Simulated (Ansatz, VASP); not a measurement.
# AgCl in VASP and in Ansatz

The input INCAR:

```
SYSTEM = AgCl
PREC = Accurate
ENCUT = 600
EDIFF = 1E-7
ISMEAR = 0
SIGMA = 0.02
LREAL = .False.
LASPH = .True.
NELM = 100
ALGO = Normal
ISIF = 3
LWAVE = .False.
LCHARG = .False.
GGA = PS
IBRION = 2
NSW = 100
EDIFFG = -0.005
```

File KPOINTS:

```
regular mesh
0
Gamma
  8 8 8
  0 0 0
```

The input POSCAR:

```
AgCl
1.0
    0.0000000000      2.7350000000      2.7350000000
    2.7350000000      0.0000000000      2.7350000000
    2.7350000000      2.7350000000      0.0000000000
Ag Cl
1 1
Direct
    0.0000000000      0.0000000000      0.0000000000
    0.5000000000      0.5000000000      0.5000000000
```

Input for Ansatz:

```yaml
crystal:
  lattice:
    - [0.0, 2.735, 2.735]
    - [2.735, 0.0, 2.735]
    - [2.735, 2.735, 0.0]
  atoms:
    - { symbol: Ag, position: [0.0, 0.0, 0.0] }
    - { symbol: Cl, position: [0.5, 0.5, 0.5] }
basis:
  ecutwfc: 420
kpoints:
  mp_grid: { grid: [8, 8, 8] }
hamiltonian:
  xc: pbesol
scf:
  occupations: { method: gaussian, width: 0.02 }
output:
  forces: true
  stress: true
  eigenvalues: true
relax:
  adjacent_minimum: "off"
  f_tol: 0.005
  max_steps: 80
  cell: { stress_tol: 0.05 }
```

Alike in both runs: task relaxation of cell and atoms; functional PBEsol; k mesh 8 × 8 × 8; occupations gaussian, width 0.02 eV; no spin polarisation.

|  | VASP | Ansatz |
| --- | --- | --- |
| version | VASP 6.6.1 | Ansatz 0.2.0 |
| potentials or method | VASP PAW PBE potentials, release 64 (Ag, Cl) | scalar-relativistic, plane waves, PAW |
| plane-wave cutoff (eV) | 600 | 420 |
| valence electrons in the cell | 18 | 26 |

|  | VASP | Ansatz | Ansatz less VASP |
| --- | --- | --- | --- |
| gap on the k mesh at the Fermi level, each at its own relaxed structure (eV) | 0.72 | 0.72 | +0.002 |
| relaxed volume (Å³/atom) | 20.18 | 20.21 | +0.029 |
| relaxed cell length with the largest relative difference (Å) | 3.850 | 3.852 | +0.0018 |

The two sets of potentials don't hold the same shells in valence.

Caveats: the PAW data sets were made with another functional, which shifts forces and pressure a little (VASP). Expect the measured gap to be larger: semilocal functionals such as PBEsol lack the derivative discontinuity. A k mesh can miss the band edges.
